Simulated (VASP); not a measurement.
# Te (P6_3/mmc) in VASP: notebook, part 2 of 2

VASP 6.6.1. The steps go on from the part before.

## Step 5: Relaxation of cell and atoms, r2SCAN

The input, POSCAR:

```
Te
1.0
    5.1590314736      0.0000000000      0.0000000000
   -2.5795157368      4.4678523151      0.0000000000
    0.0000000000      0.0000000000      6.3670978394
Te
4
Direct
    0.0000000000      0.0000000000      0.2500000000
    0.0000000000      0.0000000000      0.7500000000
    0.3333333333      0.6666666667      0.7500000000
    0.6666666667      0.3333333333      0.2500000000
```

The input, INCAR.step1:

```
SYSTEM = Te
ALGO = Normal ; EDIFF = 1E-4
ENCUT = 600 ; GGA = PE
ISMEAR = 0 ; LASPH = .TRUE.
LCHARG = .FALSE. ; LREAL = .FALSE.
LWAVE = .TRUE. ; NELM = 100
PREC = Accurate ; SIGMA = 0.1
```

The input, INCAR.step2:

```
SYSTEM = Te
ALGO = Normal ; EDIFF = 1E-6
EDIFFG = -0.04 ; ENCUT = 600
IBRION = 2 ; ISIF = 3
ISMEAR = 0 ; ISTART = 1
LASPH = .TRUE. ; LCHARG = .FALSE.
LMIXTAU = .TRUE. ; LREAL = .FALSE.
LWAVE = .FALSE. ; METAGGA = R2SCAN
NELM = 100 ; NSW = 90
PREC = Accurate ; SIGMA = 0.1
```

The input, KPOINTS:

```
k-points
0
G
  6 6 4
  0 0 0
```

Potentials or basis: VASP PAW PBE potentials, release 64 (Te).

Started as:

```sh
cat potpaw_PBE.64/Te/POTCAR > POTCAR
cp INCAR.step1 INCAR
mpirun -np 1 vasp_std > vasp.out
cp INCAR.step2 INCAR
mpirun -np 1 vasp_std > vasp.out
```

OUTCAR:

```text
SYSTEM = Te
   EDIFF = 1E-6
   EDIFFG = -0.04
   ENCUT = 600
   IBRION = 2
   ISIF = 3
   ISMEAR = 0
   ISTART = 1
   LASPH = .TRUE.
   LREAL = .FALSE.
   METAGGA = R2SCAN
   NELM = 100
   NSW = 90
   PREC = Accurate

 ion  position               nearest neighbor table
   1  0.000  0.000  0.250-   4 2.98   4 2.98   4 2.98   2 3.18   2 3.18
   2  0.000  0.000  0.750-   3 2.98   3 2.98   3 2.98   1 3.18   1 3.18
   3  0.333  0.667  0.750-   2 2.98   2 2.98   2 2.98
   4  0.667  0.333  0.250-   1 2.98   1 2.98   1 2.98

  LATTYP: Found a hexagonal cell.
 ALAT       =     5.1590314736
 C/A-ratio  =     1.2341653413

  Lattice vectors:

 A1 = (   5.1590314736,   0.0000000000,   0.0000000000)
 A2 = (  -2.5795157368,   4.4678523151,   0.0000000000)
 A3 = (   0.0000000000,   0.0000000000,   6.3670978394)

Analysis of symmetry for initial positions (statically):
=====================================================================
 Subroutine PRICEL returns:
 Original cell was already a primitive cell.

 Routine SETGRP: Setting up the symmetry group for a
 hexagonal supercell.

 Subroutine GETGRP returns: Found 24 space group operations
 (whereof 12 operations were pure point group operations)
[... 159 lines left out ...]

 number of electron      23.9999997 magnetization

 Free energy of the ion-electron system (eV)
  ---------------------------------------------------
  ext. energy  EPLUGINS =         0.00000000
  ---------------------------------------------------
  free energy    TOTEN  =      -100.12695679 eV

  energy without entropy =     -100.09896886  energy(sigma->0) =     -100.11296283

------------------------ aborting loop because EDIFF is reached ----------------------------------------

  FORCE on cell =-STRESS in cart. coord.  units (eV):
  Direction    XX          YY          ZZ          XY          YZ          ZX
  --------------------------------------------------------------------------------------
  -------------------------------------------------------------------------------------
  Total        1.8843634      1.8843634     -1.8446930      0.0000000      0.0000000      0.0000000
  in kB       20.5715366     20.5715366    -20.1384560      0.0000000      0.0000000      0.0000000
  external PRESSURE =       7.0015390 kB  Pullay stress =       0.0000000 kB
[... 177 lines left out ...]
--------------------------------------- Ionic step        6  -------------------------------------------

 number of electron      24.0000000 magnetization

 Free energy of the ion-electron system (eV)
  ---------------------------------------------------
  ext. energy  EPLUGINS =         0.00000000
  ---------------------------------------------------
  free energy    TOTEN  =      -100.22121855 eV

  energy without entropy =     -100.20380602  energy(sigma->0) =     -100.21251228

 E-fermi :   5.1008     XC(G=0):  -9.1293

 val. band max:        5.0828743295   @ k =   0.1667   0.0000   0.0000
 cond. band min:       5.1016781666   @ k =   0.3333   0.0000   0.0000
 fundamental gap:      0.0188038371
 Fermi energy:         5.1007688530

 k-point     1 :       0.0000    0.0000    0.0000
  band No.  band energies     occupation
      1      -9.1067      2.00000
      2      -7.2978      2.00000
      3      -4.8220      2.00000
      4      -3.5781      2.00000
      5      -0.9980      2.00000
      6       0.3927      2.00000
[... 419 lines left out ...]
  FREE ENERGIE OF THE ION-ELECTRON SYSTEM (eV)
  ---------------------------------------------------
  free  energy   TOTEN  =      -100.2212185460 eV

  energy  without entropy=     -100.2038060205  energy(sigma->0) =     -100.21251228

 reached required accuracy - stopping structural energy minimisation
```

Wall time 18 min (1 thread of AMD EPYC 7R43 (Zen 3), shared host); peak memory 0.31 GiB.

Results:

```
Free energy                            : -100.2212 eV
Relaxed volume                         : 36.52 Å³/atom
Relaxed cell                           : a = 5.267 Å, b = 5.267 Å, c = 6.080 Å, α = 90.00°, β = 90.00°, γ = 120.00°
Space group after relaxing (to 0.05 Å) : P6_3/mmc (No. 194)
Energy gained by relaxing              : 23.6 meV/atom
Ionic steps                            : 6
Pressure after relaxing                : 0.0 GPa
```

The path:
| step | energy change (eV) | largest force (eV/Å) | pressure (GPa) | volume (Å³) |
| --- | --- | --- | --- | --- |
| 1 | 0.0000 | 0.0000 | 0.70 | 146.76 |
| 2 | -0.0746 | 0.0000 | -0.75 | 150.09 |
| 3 | -0.0766 | 0.0000 | -0.96 | 150.66 |
| 4 | -0.0932 | 0.0000 | -0.12 | 146.53 |
| 5 | -0.0934 | 0.0000 | -0.20 | 146.88 |
| 6 | -0.0943 | 0.0000 | 0.05 | 146.08 |

Final structure:
```
CELL_PARAMETERS angstrom
5.26722 0.00000 0.00000
-2.63361 4.56154 0.00000
0.00000 0.00000 6.08004
ATOMIC_POSITIONS crystal
Te 0.00000 0.00000 0.25000
Te 0.00000 0.00000 0.75000
Te 0.33333 0.66667 0.75000
Te 0.66667 0.33333 0.25000
```

Caveat: the bands computed are all filled at some k points, so no gap is given; the PAW data sets were made with another functional, which shifts forces and pressure a little.

## Step 6: Overview

```tsv
task	cell	k mesh	cutoff (eV)	mesh quality	gap on the mesh (eV)	pressure (GPa)	relaxed volume (Å³/atom)
single point	P6_3/mmc, 36.69 Å³/atom	6 × 6 × 2	520	coarse	none	0.2	-
relaxation of cell and atoms	relaxed	6 × 6 × 2	600	not flagged	-	0.0	36.85
single point	P6_3/mmc, 35.96 Å³/atom	6 × 6 × 2	520	not flagged	none	67.4	-
relaxation of cell and atoms	relaxed	6 × 6 × 4	600	not flagged	-	0.0	36.52
```

Alike in all rows: level r2SCAN; potentials or basis VASP PAW PBE potentials, release 64 (Te); no spin polarisation; smearing gaussian 0.1 eV.

Caveats: some runs use coarse meshes; the PAW data sets were made with another functional, which shifts forces and pressure a little; the bands computed are all filled at some k points, so no gap is given (some runs); a pressure of tens of GPa on the cell as given is suspect, and the run, the potentials or the cell itself is likely at fault (some runs).

Absolute energies hang on the potentials; compare differences alone.
